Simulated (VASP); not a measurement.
Here is a VASP 6.6.1 calculation.

The input INCAR:

```
  ALGO = Normal
  EDIFF = 1E-7
  EDIFFG = -0.005
  ENCUT = 600
  IBRION = 2
  ISIF = 3
  ISMEAR = 0
  LASPH = T
  LCHARG = F
  LMIXTAU = T
  LREAL = F
  LWAVE = F
  METAGGA = R2SCAN
  NELM = 80
  NSW = 90
  PREC = Accurate
  PSTRESS = 77.5
  SIGMA = 0.03
```

KPOINTS

```
k-points
0
Gamma
  10 10 10
```

POSCAR

```
Si                                      
1.0
    0.0000000000      2.6577005248      2.6577005248
    2.6577005248     -0.0000000000      2.6577005248
    2.6577005248      2.6577005248      0.0000000000
  Si            
     2
Direct
     0.7500000000000000    0.7500000000000000    0.7500000000000000
     0.5000000000000000    0.5000000000000000    0.5000000000000000
```

Potentials or basis: VASP PAW PBE potentials, release 64 (Si).

Run with:

```bash
$ cat potpaw_PBE.64/Si/POTCAR > POTCAR
$ mpirun -np 1 vasp_std > vasp.out
```

Problem. Estimate the relaxed cell.

Solution. a = 3.759 Å, b = 3.759 Å, c = 3.759 Å, α = 60.00°, β = 60.00°, γ = 60.00°.

Problem. What does it give for the relaxed volume?

Solution. 18.78 Å³/atom.

Problem. Estimate the band gap on the k mesh.

Solution. 0.67 eV, indirect (least direct gap 2.78 eV).

Problem. Predict the space group after relaxing (to 0.05 Å).

Solution. Fd-3m (No. 227).

The path:
```csv
step,energy change (eV),largest force (eV/Å),pressure (GPa),volume (Å³)
1,0.0000,0.0000,7.83,37.54
2,-0.0024,0.0000,7.66,37.59
3,-0.0008,0.0000,7.76,37.56
```

Caveat: the cell is relaxed towards a set pressure, so the enthalpy falls and the energy may rise; the PAW data sets were made with another functional, which shifts forces and pressure a little. r2SCAN opens gaps a little over a GGA but as a rule still falls short of measured ones.
